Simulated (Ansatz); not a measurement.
**MgTe: excitons and shallow donors from band masses and screening**

All numbers below come from DFT PBE, scalar-relativistic, plane waves, PAW (Ansatz 0.2.0).

Cutoff 420 eV; k points 8×8×8 on the computed 2-atom cell (Γ-centred); Gaussian smearing, width 0.02 eV; no spin polarisation.

Relaxed cell: F-43m, a = 6.509 Å, b = 6.509 Å, c = 6.509 Å, α = 90.00°, β = 90.00°, γ = 90.00°, 2 atoms in the primitive cell. This zinc-blende form isn't the usual stable structure of the compound.

The calculation gives a Kohn–Sham gap of 2.33 eV, an electron mass of 0.169 mₑ and a hole mass of 0.415 mₑ (harmonic means over x, y, z and over the bands degenerate at each edge), and ε∞ = 6.05 (independent particles, mean of the diagonal).

Question: Estimate the binding energy and radius of a Wannier–Mott exciton and of a shallow donor, and say whether the hydrogenic model can hold.

Answer: The reduced mass is μ = mₙmₕ/(mₙ + mₕ) = 0.12 mₑ, with mₙ and mₕ the band masses. With E_b = 13.606 eV × μ/ε² and a = 0.529 Å × ε/μ (μ in mₑ) the exciton has E_b = 45 meV and a = 27 Å. For a donor μ is the electron mass: 63 meV and 18.9 Å. The exciton's radius is 6 times the shortest lattice vector (4.60 Å), so the continuum picture is reasonable. In a polar crystal the ions screen too, so a state bound more weakly than an optical phonon feels the larger static constant, which lowers the energy and widens the orbit. The other way, the small Kohn–Sham gap and the missing local fields make ε∞ too large and the masses tend to be too light, which underbinds.

Spin-orbit coupling is left out, which matters for the bands of heavy elements.

Cost: 4 runs of about 1.1 core-minutes in all, on Intel Xeon Platinum 8488C (Sapphire Rapids) (shared hosts).